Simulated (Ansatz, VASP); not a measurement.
## One calculation of Ba, two programs

```xyz
1
Lattice="2.6285 -3.4527 0.0000 2.6285 3.4527 0.0000 -2.5751 0.0000 3.5554" Properties=species:S:1:pos:R:3 pbc="T T T"
Ba    0.0000    0.0000    0.0000
```

Alike in both runs: functional PBE; k mesh 6 × 6 × 6; occupations gaussian, width 0.1 eV; no spin polarisation.

Ansatz relaxed the structure, and its values are those at the end. VASP's run is a single point on that final structure, the one shown.

|  | VASP | Ansatz |
| --- | --- | --- |
| version | VASP 6.6.1 | Ansatz 0.2.0 |
| potentials or method | VASP PAW PBE potentials, release 64 (Ba_sv) | scalar-relativistic, plane waves, PAW |
| plane-wave cutoff (eV) | 520 | 420 |
| valence electrons in the cell | 10 | 10 |

```tsv
	VASP	Ansatz	Ansatz less VASP
gap on the k mesh at the Fermi level (eV)	none	none	-
pressure (GPa)	0.0	-0.1	-0.05
```

A gap of «none» marks a metal or a gap that the smearing closes.

Spin-orbit coupling is left out, which matters for the levels of Ba.
